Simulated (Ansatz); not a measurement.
NaI (zincblende), relaxed with r2SCAN in the plane-wave code Ansatz: space group F-43m (No. 216), cubic; conventional cell a = 7.086 Å, 44.48 Å³ an atom. Around Na lie 4 I at 3.07 Å; around I lie 4 Na at 3.07 Å. It was then strained (isotropic on every length). Unstrained, HSE06 gives 4.812 eV (Γ, 4×4×4 mesh), and the band edges keep their places in every row. Stress is positive in compression. All values are calculated for a non-magnetic cell, which may be hypothetical.

```tsv
strain (%)	ln(V/V₀)	ΔE_g, HSE06 (eV)	Δpressure, r2SCAN (GPa)
-4.07	-0.1247	+0.238	+1.95
-1.05	-0.0317	+0.058	+0.40
+2.5	+0.0741	-0.131	-0.73
```

Fit ΔE_g = a x + b x² to these rows by least squares, with x = ln(V/V₀).
The normal equations take Σx² = 2.205e-02, Σx³ = -1.564e-03, Σx⁴ = 2.730e-04, ΣxΔE = -4.122e-02 and Σx²ΔE = 3.040e-03, and give a = -1.82 eV, b = +0.7 eV; the largest residual is 0.000 eV. a is the volume deformation potential of this gap.

Fit the change of pressure in the same way.
Δpressure = -12.0 x + (29) x² GPa. So B₀ = 12.0 GPa and B′ ≈ 2 × 29/12.0 = 4.8; two terms over so wide a range bias B₀ by a few per cent and B′ by more; the gap's pressure coefficient at zero is −a/B₀ = +152 meV/GPa, with HSE06's a and r2SCAN's B₀.

Predict the withheld row at -3.0 % (x = -0.0914).
ΔE_g ≈ -1.82 × (-0.0914) + (0.7) × (-0.0914)² = +0.172 eV, and Δpressure ≈ +1.34 GPa. The runs give +0.172 eV and +1.32 GPa, off by 0.000 eV and -0.02 GPa.

No spin-orbit coupling is included; it can move band edges with weight on the heavy atoms by tenths of an eV.

The meshes of the hybrids are coarse, so their gaps aren't converged to the digits shown.
